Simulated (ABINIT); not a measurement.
# As (R-3m) in ABINIT: further runs

The runs below take As through single point, with PBE.

Program: ABINIT 10.8.3 (patched build). These are calculated values, not measurements. Logs are shortened: lines on timing, memory, paths and dates and some standing lists are left out, and cuts for length are marked. The log counts tension as positive stress, the text compression.

### Step 1. Starting point

Symmetry: R-3m, No. 166, trigonal system. The conventional cell has a = 3.762 Å, b = 3.762 Å, c = 10.542 Å, α = 90.00°, β = 90.00°, γ = 120.00°. Around As (site symmetry 3m) lie 3 As at 2.51 Å.

### Step 2. Single point, PBE

Input file run.abi:

```
# Pseudopotentials
pp_dirpath "./"
pseudos "As_ONCV_PBE-1.2.upf"

# Structure
acell 4.131 4.131 4.131 Angstrom
rprim
     0.4552885255     0.2628609527     0.8506564983
    -0.4552885255     0.2628609527     0.8506564983
     0.0000000000    -0.5257219055     0.8506564983
ntypat 1
znucl 33
natom 2
typat 1 1
xred
     0.2260000000     0.2260000000     0.2260000000
     0.7740000000     0.7740000000     0.7740000000

# Plane-wave basis
ecut 18.0

# k points
kptopt 1
ngkpt 9 9 9
nshiftk 1
shiftk 0.0 0.0 0.0

# Exchange and correlation
ixc 11

# Bands and occupations
nband 9
occopt 3
tsmear 0.05 eV

# SCF cycle
nstep 100
tolvrs 1.0e-10

# Output
iomode 3
prtwf 0
prteig 0
prtebands 0
enunit 2
prtden 1
prtvha 1
prtvclmb 1
prtpot 1
prtelf 1
```

Potentials or basis: SG15 NC PBE v1.2.

Command:

```console
$ abinit run.abi > log 2>&1
```

run.abo:

```text
.Version 10.8.3 of ABINIT
 Symmetries : space group R-3 m (#166); Bravais hR (rhombohedral)
================================================================================
 Values of the parameters that define the memory need of the present run
     intxc =       0    ionmov =       0      iscf =       7    lmnmax =       6
     lnmax =       6     mgfft =      30  mpssoang =       3    mqgrid =    3001
     natom =       2  nloc_mem =       1    nspden =       1   nspinor =       1
    nsppol =       1      nsym =      12    n1xccc =       0    ntypat =       1
    occopt =       3   xclevel =       2
       mpw =        1073          nfft =       27000          nkpt =          85
================================================================================
================================================================================

--------------------------------------------------------------------------------
------------- Echo of variables that govern the present computation ------------
--------------------------------------------------------------------------------
 -outvars: echo values of preprocessed input variables --------
            acell      7.8064586261E+00  7.8064586261E+00  7.8064586261E+00 Bohr
              amu      7.49215900E+01
             ecut      1.80000000E+01 Hartree
           enunit           2
                       outvar_i_n : Printing only first  50 k-points.
              ixc          11
                       outvar_i_n : Printing only first  50 k-points.
         kptrlatt        9    0    0      0    9    0      0    0    9
          kptrlen      6.39754387E+01
            natom           2
            nband           9
            ngfft          30      30      30
             nkpt          85
            nstep         100
             nsym          12
           ntypat           1
                       prtocc : prtvol=0, do not print more k-points.
           occopt           3
        prtebands           0
           prteig           0
           prtelf           1
           prtpot           1
         prtvclmb           1
           prtvha           1
            prtwf           0
            rprim      4.5528852550E-01  2.6286095270E-01  8.5065649830E-01
                      -4.5528852550E-01  2.6286095270E-01  8.5065649830E-01
                       0.0000000000E+00 -5.2572190550E-01  8.5065649830E-01
          spgroup         166
           tolvrs      1.00000000E-10
           tsmear      1.83746611E-03 Hartree
            typat      1  1
                       outvars : Printing only first  50 k-points.
           xangst     -1.7531415844E-17 -9.3360678491E-11  2.3825340323E+00
                      -1.5027569353E-17 -3.1974003639E-10  8.1596519512E+00
            xcart     -3.3129574545E-17 -1.7642611328E-10  4.5023368066E+00
                      -2.8397990416E-17 -6.0422110026E-10  1.5419507470E+01
             xred      2.2600000000E-01  2.2600000000E-01  2.2600000000E-01
                       7.7400000000E-01  7.7400000000E-01  7.7400000000E-01
            znucl       33.00000

================================================================================

 chkinp: Checking input parameters for consistency.

================================================================================
== DATASET  1 ==================================================================

--- !DatasetInfo
iteration_state: {dtset: 1, }
dimensions: {natom: 2, nkpt: 85, mband: 9, nsppol: 1, nspinor: 1, nspden: 1, mpw: 1073, }
cutoff_energies: {ecut:  18.0, pawecutdg:  -1.0, }
electrons: {nelect:   1.00000000E+01, charge:   0.00000000E+00, occopt:   3.00000000E+00, tsmear:   1.83746611E-03, }
meta: {optdriver: 0, ionmov: 0, optcell: 0, iscf: 7, paral_kgb: 0, }
...

 Exchange-correlation functional for the present dataset will be:
  GGA: Perdew-Burke-Ernzerhof functional - ixc=11
  J.P.Perdew, K.Burke, M.Ernzerhof, PRL 77, 3865 (1996)

 Real(R)+Recip(G) space primitive vectors, cartesian coordinates (Bohr,Bohr^-1):
 R(1)=  3.5541910  2.0520132  6.6406148  G(1)=  0.1406790  0.0812211  0.0501962
 R(2)= -3.5541910  2.0520132  6.6406148  G(2)= -0.1406790  0.0812211  0.0501962
 R(3)=  0.0000000 -4.1040263  6.6406148  G(3)=  0.0000000 -0.1624421  0.0501962
 Unit cell volume ucvol=  2.9058985E+02 bohr^3
 Angles (23,13,12)=  5.41670000E+01  5.41670000E+01  5.41670000E+01 degrees

 getcut: wavevector=  0.0000  0.0000  0.0000  ngfft=  30  30  30
         ecut(hartree)=     18.000   => boxcut(ratio)=   2.01265

--- Pseudopotential description ------------------------------------------------
- pspini: atom type   1  psp file is ./As_ONCV_PBE-1.2.upf
12 -101130 2 -1 602                           pspcod,pspxc,lmax,lloc,mmax
     nproj     2     2     2

   5.19430040E+01                                ecore*ucvol(ha*bohr**3)
--------------------------------------------------------------------------------

================================================================================

--- !BeginCycle
iteration_state: {dtset: 1, }
solver: {iscf: 7, nstep: 100, nline: 4, wfoptalg: 0, }
tolerances: {tolvrs: 1.00E-10, }
...

     iter   Etot(hartree)      deltaE(h)  residm     vres2
 ETOT  1  -12.673494269744    -1.267E+01 4.629E-02 4.210E-01
 ETOT  2  -12.680069770426    -6.576E-03 5.019E-04 1.877E-02
 ETOT  3  -12.680073554350    -3.784E-06 3.375E-04 6.730E-04
 ETOT  4  -12.680073640780    -8.643E-08 4.061E-05 7.531E-05
 ETOT  5  -12.680073650339    -9.559E-09 3.303E-05 1.409E-06
 ETOT  6  -12.680073650498    -1.588E-10 2.693E-06 2.831E-08
 ETOT  7  -12.680073650501    -2.924E-12 2.541E-06 7.318E-10
 ETOT  8  -12.680073650501    -2.753E-13 1.820E-07 4.603E-12

 At SCF step    8       vres2   =  4.60E-12 < tolvrs=  1.00E-10 =>converged.

 Compute ELF
--------------------------------------------------------------------------------

 Compute kinetic energy density

 Compute gradient of the electron density
 Electron Localization Function (ELF) [min:0;max:1]
)     Maximum=    9.2323E-01  at reduced coord.    0.6667    0.7000    0.7000
)     Minimum=    1.8791E-02  at reduced coord.    0.0000    0.0000    0.0000
   Integrated=    1.2357E+02

--------------------------------------------------------------------------------
 End of ELF section

 Cartesian components of stress tensor (hartree/bohr^3)
  sigma(1 1)= -1.42875607E-04  sigma(3 2)=  1.85055400E-14
  sigma(2 2)= -1.42875607E-04  sigma(3 1)=  0.00000000E+00
  sigma(3 3)= -1.18801075E-04  sigma(2 1)=  0.00000000E+00

--- !ResultsGS
iteration_state: {dtset: 1, }
comment   : Summary of ground state results
lattice_vectors:
- [  3.5541910,   2.0520132,   6.6406148, ]
- [ -3.5541910,   2.0520132,   6.6406148, ]
- [  0.0000000,  -4.1040263,   6.6406148, ]
lattice_lengths: [   7.80646,    7.80646,    7.80646, ]
lattice_angles: [ 54.167,  54.167,  54.167, ] # degrees, (23, 13, 12)
lattice_volume:   2.9058985E+02
convergence: {deltae: -2.753E-13, res2:  4.603E-12, residm:  1.820E-07, diffor: null, }
etotal    :  -1.26800737E+01
entropy   :   0.00000000E+00
fermie    :   2.61117651E-01
cartesian_stress_tensor: # hartree/bohr^3
- [ -1.42875607E-04,   0.00000000E+00,   0.00000000E+00, ]
- [  0.00000000E+00,  -1.42875607E-04,   1.85055400E-14, ]
- [  0.00000000E+00,   1.85055400E-14,  -1.18801075E-04, ]
pressure_GPa:   3.9674E+00
xred      :
- [  2.2600E-01,   2.2600E-01,   2.2600E-01, As]
- [  7.7400E-01,   7.7400E-01,   7.7400E-01, As]
cartesian_forces: # hartree/bohr
- [  1.22608665E-19,   6.24922703E-19,   9.52392992E-03, ]
- [ -1.22608665E-19,  -6.24922703E-19,  -9.52392992E-03, ]
force_length_stats: {min:   9.52392992E-03, max:   9.52392992E-03, mean:   9.52392992E-03, }
...

 Integrated electronic density in atomic spheres:
 ------------------------------------------------
 Atom  Sphere_radius  Integrated_density
    1        2.00000          2.32919109
    2        2.00000          2.32919109
================================================================================

 ----iterations are completed or convergence reached----

 Mean square residual over all n,k,spin=   34.505E-11; max=  18.204E-08
 reduced coordinates (array xred) for    2 atoms
       0.226000000000      0.226000000000      0.226000000000
       0.774000000000      0.774000000000      0.774000000000
 rms dE/dt=  6.3245E-02; max dE/dt=  6.3245E-02; dE/dt below (all hartree)
    1      -0.063244749568     -0.063244749568     -0.063244749568
    2       0.063244749568      0.063244749568      0.063244749568

 cartesian coordinates (angstrom) at end:
    1     -0.00000000000000    -0.00000000009336     2.38253403225561
    2     -0.00000000000000    -0.00000000031974     8.15965195117629

 cartesian forces (hartree/bohr) at end:
    1      0.00000000000000     0.00000000000000     0.00952392991666
    2     -0.00000000000000    -0.00000000000000    -0.00952392991666
 frms,max,avg= 5.4986435E-03 9.5239299E-03   0.000E+00  0.000E+00  0.000E+00 h/b

 cartesian forces (eV/Angstrom) at end:
    1      0.00000000000000     0.00000000000000     0.48974016714627
    2     -0.00000000000000    -0.00000000000000    -0.48974016714627
 frms,max,avg= 2.8275162E-01 4.8974017E-01   0.000E+00  0.000E+00  0.000E+00 e/A
 length scales=  7.806458626125  7.806458626125  7.806458626125 bohr
              =  4.131000000000  4.131000000000  4.131000000000 angstroms
 Fermi (or HOMO) energy (hartree) =   0.26112   Average Vxc (hartree)=  -0.34802
 Eigenvalues (hartree) for nkpt=  85  k points:
 kpt#   1, nband=  9, wtk=  0.00137, kpt=  0.0000  0.0000  0.0000 (reduced coord)
  -0.29248    0.04686    0.16988    0.18613    0.18613    0.31954    0.36723    0.36723
   0.51507
      occupation numbers for kpt#   1
   2.00000    2.00000    2.00000    2.00000    2.00000    0.00000    0.00000    0.00000
   0.00000
 prteigrs : prtvol=0 or 1, do not print more k-points.

 Fermi (or HOMO) energy (eV) =   7.10537   Average Vxc (eV)=  -9.47005
 Eigenvalues (   eV  ) for nkpt=  85  k points:
 kpt#   1, nband=  9, wtk=  0.00137, kpt=  0.0000  0.0000  0.0000 (reduced coord)
  -7.95892    1.27510    4.62275    5.06473    5.06473    8.69512    9.99292    9.99292
  14.01585
 prteigrs : prtvol=0 or 1, do not print more k-points.

--- !EnergyTerms
iteration_state     : {dtset: 1, }
comment             : Components of total free energy in Hartree
kinetic             :  4.09665860887123E+00
hartree             :  7.25569248721135E-01
xc                  : -3.14120603138749E+00
Ewald energy        : -1.32967517574814E+01
psp_core            :  1.78750233666422E-01
local_psp           : -4.47021089599132E+00
non_local_psp       :  3.22717067594804E+00
internal            : -1.26800199176534E+01
'-kT*entropy'       : -5.37328480839996E-05
total_energy        : -1.26800736505014E+01
total_energy_eV     : -3.45042381731281E+02
band_energy         :  2.16016316142350E-01
...

 Cartesian components of stress tensor (hartree/bohr^3)
  sigma(1 1)= -1.42875607E-04  sigma(3 2)=  1.85055400E-14
  sigma(2 2)= -1.42875607E-04  sigma(3 1)=  0.00000000E+00
  sigma(3 3)= -1.18801075E-04  sigma(2 1)=  0.00000000E+00

-Cartesian components of stress tensor (GPa)         [Pressure=  3.9674E+00 GPa]
- sigma(1 1)= -4.20354549E+00  sigma(3 2)=  5.44451783E-10
- sigma(2 2)= -4.20354549E+00  sigma(3 1)=  0.00000000E+00
- sigma(3 3)= -3.49524829E+00  sigma(2 1)=  0.00000000E+00

== END DATASET(S) ==============================================================
================================================================================

 -outvars: echo values of variables after computation  --------
            acell      7.8064586261E+00  7.8064586261E+00  7.8064586261E+00 Bohr
           etotal     -1.2680073651E+01
            fcart      1.2260866494E-19  6.2492270335E-19  9.5239299167E-03
                      -1.2260866494E-19 -6.2492270335E-19 -9.5239299167E-03
            rprim      4.5528852550E-01  2.6286095270E-01  8.5065649830E-01
                      -4.5528852550E-01  2.6286095270E-01  8.5065649830E-01
                       0.0000000000E+00 -5.2572190550E-01  8.5065649830E-01
           strten     -1.4287560725E-04 -1.4287560717E-04 -1.1880107484E-04
                       1.8505539966E-14  0.0000000000E+00  0.0000000000E+00
           xangst     -1.7531415844E-17 -9.3360678491E-11  2.3825340323E+00
                      -1.5027569353E-17 -3.1974003639E-10  8.1596519512E+00
             xred      2.2600000000E-01  2.2600000000E-01  2.2600000000E-01
                       7.7400000000E-01  7.7400000000E-01  7.7400000000E-01
 Calculation completed.
```

Wall time 25 s (1 thread of Intel Xeon Platinum 8259CL at 2.50GHz (Skylake/Cascade Lake), shared host); peak memory 0.07 GiB.

What came out:

```yaml
Free_energy: -345.0424 eV
Pressure: 4.0 GPa
Largest_force: 0.490 eV/Å
Band_gap_on_the_k_mesh: none (metal or under the smearing width)
Valence_electrons_inside_the_program's_atomic_spheres: As 2.33 (radii [1.0584] Å)
```

Forces on the atoms (eV/Å):
```
As   0.000  0.000  0.490
As   0.000  0.000 -0.490
```

Levels at points of the mesh, in eV from the Fermi level:
| k point | band 3 | band 4 | band 5 | band 6 | band 7 | band 8 |
| --- | --- | --- | --- | --- | --- | --- |
| (0.00, 0.00, 0.00) | -2.48 | -2.04 | -2.04 | 1.59 | 2.89 | 2.89 |

### Step 3. Single point, PBE

run.abi, as its differences from that of step 2:

```diff
@@ -2,3 +2,3 @@
 pp_dirpath "./"
-pseudos "As_ONCV_PBE-1.2.upf"
+pseudos "As.upf"
 
@@ -19,3 +19,3 @@
 # Plane-wave basis
-ecut 18.0
+ecut 42.0
 
@@ -31,3 +31,3 @@
 # Bands and occupations
-nband 9
+nband 19
 occopt 3
```

Potentials or basis: Ansatz NC PBE.

Command:

```console
$ abinit run.abi > log 2>&1
```

It took 4.8 min on 1 thread of Intel Xeon Platinum 8259CL at 2.50GHz (Skylake/Cascade Lake), shared host; peak memory 0.18 GiB.

It converged, with:

| Quantity | Value |
| --- | --- |
| Free energy | -5772.4343 eV |
| Pressure | 3.7 GPa |
| Largest force | 0.432 eV/Å |
| Band gap on the k mesh | none (metal or under the smearing width) |
| Valence electrons inside the program's atomic spheres | As 12.28 (radii [1.0584] Å) |

Forces on the atoms (eV/Å):
```
As   0.000  0.000  0.432
As   0.000  0.000 -0.432
```

Stress tensor (GPa, compression positive):
```
4.01 0.00 0.00
0.00 4.01 0.00
0.00 0.00 3.22
```

Levels at points of the mesh, in eV from the Fermi level:
| k point | band 12 | band 13 | band 14 | band 15 | band 16 | band 17 | band 18 | band 19 |
| --- | --- | --- | --- | --- | --- | --- | --- | --- |
| (0.00, 0.00, 0.00) | -5.82 | -2.50 | -2.05 | -2.05 | 1.60 | 2.89 | 2.89 | 6.91 |

[end of part 1 of 2]
